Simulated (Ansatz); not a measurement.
**SiO2 under strain**

These are results of DFT LDA, scalar-relativistic, plane waves, PAW (Ansatz), not measurements. (420 eV cutoff, 6×6×4 k-mesh, Gaussian smearing of 0.02 eV, no spin polarisation)

The relaxed crystal:

```
CELL_PARAMETERS angstrom
5.03870 0.00000 0.00000
-2.51935 4.36364 0.00000
0.00000 0.00000 5.52485
ATOMIC_POSITIONS crystal
Si 0.00000 0.50000 0.33333
Si 0.50000 0.50000 0.66667
Si 0.50000 0.00000 0.00000
O 0.58439 0.79220 0.83333
O 0.79220 0.58439 0.50000
O 0.79220 0.20780 0.16667
O 0.41561 0.20780 0.83333
O 0.20780 0.41561 0.50000
O 0.20780 0.79220 0.16667
```

Deformation: c alone is stretched, the rest of the cell is held and the atoms relax, all within the symmetry that the strain leaves. Energies are extrapolated to zero smearing. Gaps are Kohn–Sham gaps over the whole zone.

(1) Give the structure at +2.0 %.

Results:

(1)
```
CELL_PARAMETERS angstrom
5.03870 0.00000 0.00000
-2.51935 4.36364 0.00000
0.00000 0.00000 5.63535
ATOMIC_POSITIONS crystal
Si 0.00000 0.50000 0.33333
Si 0.50000 0.50000 0.66667
Si 0.50000 0.00000 0.00000
O 0.58139 0.79070 0.83333
O 0.79070 0.58139 0.50000
O 0.79070 0.20930 0.16667
O 0.41861 0.20930 0.83333
O 0.20930 0.41861 0.50000
O 0.20930 0.79070 0.16667
```
Space group P6_422 (181), 3.4 meV/atom over the relaxed crystal.

This form isn't the usual stable structure of the compound.

Cost: 5 runs of about 1.3 core-minutes in all, on Oxide Virtual Turin-like Processor (Zen 5) (shared hosts).